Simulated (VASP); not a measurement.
## From an Ansatz input to VASP: MgS (zincblende)

Ansatz input

```yaml
crystal:
  lattice:
    - [0.0, 2.8308768412, 2.8308768412]
    - [2.8308768412, 0.0, 2.8308768412]
    - [2.8308768412, 2.8308768412, 0.0]
  atoms:
    - { symbol: Mg, position: [0.0, 0.0, 0.0] }
    - { symbol: S, position: [0.25, 0.25, 0.25] }
kpoints:
  mp_grid: { grid: [8, 8, 8] }
  band_path:
    path:
      - [0.0, 0.0, 0.0]
      - [-0.5, -0.5, 0.0]
      - [-0.375, -0.375, 0.25]
      - [-0.375, 0.0, 0.375]
      - [0.0, 0.0, 0.5]
      - [-0.5, -0.25, 0.25]
    npoints: 1
hamiltonian:
  xc: r2scan
scf:
  occupations: { method: fixed }
  n_extra_bands: 4
output:
  forces: true
  stress: true
  eigenvalues: true
```

Which VASP files do the same job?



INCAR

```
NELM = 120
LREAL = .FALSE.
SIGMA = 0.01
PREC = Accurate
EDIFF = 1E-7
ENCUT = 520
NSW = 0
IBRION = -1
ISIF = 2
LASPH = .TRUE.
METAGGA = R2SCAN
LWAVE = .FALSE.
ALGO = Normal
ISMEAR = 0
NBANDS = 11
LCHARG = .FALSE.
```

KPOINTS

```
KPOINTS created by Atomic Simulation Environment
0
Gamma
8 8 8
0 0 0
```

KPOINTS_OPT

```
special points
6
Reciprocal
0.0000000000 0.0000000000 0.0000000000 1
-0.5000000000 -0.5000000000 0.0000000000 1
-0.3750000000 -0.3750000000 0.2500000000 1
-0.3750000000 0.0000000000 0.3750000000 1
0.0000000000 0.0000000000 0.5000000000 1
-0.5000000000 -0.2500000000 0.2500000000 1
```

POSCAR

```
Mg S
 1.0000000000000000
     0.0000000000000000    2.8308768412283047    2.8308768412283047
     2.8308768412283047    0.0000000000000000    2.8308768412283047
     2.8308768412283047    2.8308768412283047    0.0000000000000000
 Mg  S
   1   1
Cartesian
  0.0000000000000000  0.0000000000000000  0.0000000000000000
  1.4154384206141524  1.4154384206141524  1.4154384206141524
```

VASP ran with the recommended PBE PAW datasets (8 valence electrons in the cell). Other inputs would serve too.

```json
{"": "gap between bands v and c", "Ansatz": "4.14 eV", "VASP": "4.13 eV"}
{"": "least direct gap", "Ansatz": "4.14 eV", "VASP": "4.13 eV"}
{"": "pressure", "Ansatz": "0.0 GPa", "VASP": "-0.3 GPa"}
```

The two codes use different PAW datasets and cutoffs. VASP's cell holds 8 valence electrons and Ansatz's 16. Ansatz's stress includes a Pulay correction; VASP's doesn't.
